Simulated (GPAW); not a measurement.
Runs of GPAW 26.7.0 on InPd. The structure is cubic, space group Pm-3m (No. 221). The conventional cell has a = 3.272 Å, b = 3.272 Å, c = 3.272 Å, α = 90.00°, β = 90.00°, γ = 90.00°. In (site symmetry m-3m) has 8 Pd at 2.83 Å as nearest neighbours. Around Pd (site symmetry m-3m) lie 8 In at 2.83 Å. The cell comes from a database or a generator and needn't be the stable form of this composition.

```tsv
level	potentials or basis	older calculator (legacy_gpaw)	pressure (GPa)
LDA	the program's PAW data sets (release 1.2.1) made for this functional, pw	-	-7.2
revPBE	the program's PAW data sets (release 1.2.1) made for this functional, pw	-	5.8
RPBE	the program's PAW data sets (release 1.2.1) made for this functional, pw	-	6.8
AM05	PAW data sets generated in the run's folder for this functional, pw	-	(a)
```

Alike in all rows: task band structure; no spin polarisation; cell as given; k mesh 8 × 8 × 8; cutoff (eV) 600; smearing fermi-dirac 0.05 eV.

Task: Estimate the missing entries.

Result: (a) -3.6.

Runs at the PBE level aren't shown here.
